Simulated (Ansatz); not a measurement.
## Si₇Ge: strain energy, fitted

Si₇Ge, P-43m, a = 5.459 Å. The structure is a Materials Project entry; whether it is the stable form wasn't checked. Ansatz: PBEsol, PAW, 420 eV, Γ-centred 8×8×8 mesh on 8 atoms, Gaussian smearing 0.01 eV; no spin polarisation. Series: biaxial strain in the a-b plane, c and atoms relaxed; x is the strain in per cent. y is the free energy over the unstrained cell, V0 = 20.337 Å³/atom.

```
x (%) y (meV/atom)
 -4.0             ?
 -2.0          8.67
  0.0          0.00
  2.0          8.02
  4.0         30.74
```

Task: Fit y = c2 x² + c3 x³ to the other rows, turn c2 into a modulus, and predict the missing energy.

Result: Least squares on the rows shown. y = 2.0858 x² − 0.041113 x³. In eV per unit strain² c2 is 20.86; M is the biaxial modulus (E = M V0 ε²): 20.86 × 160.2 / (20.337) = 164 GPa. At x = -4.0 the fit asked for gives 36.00 meV/atom. The run gave 35.96 meV/atom, so the fit is 0.04 meV/atom too high, a small miss on the scale of the series. The form still works here, 33 % of the fitted range beyond its end. Note that the gap is closed there and open in the run one row down.

Where the gap has closed, the smearing of 0.02 eV or less is narrow for a metal on this mesh.

Cost: 5 runs of about 11 core-minutes in all, on Arm Neoverse V1 (shared hosts).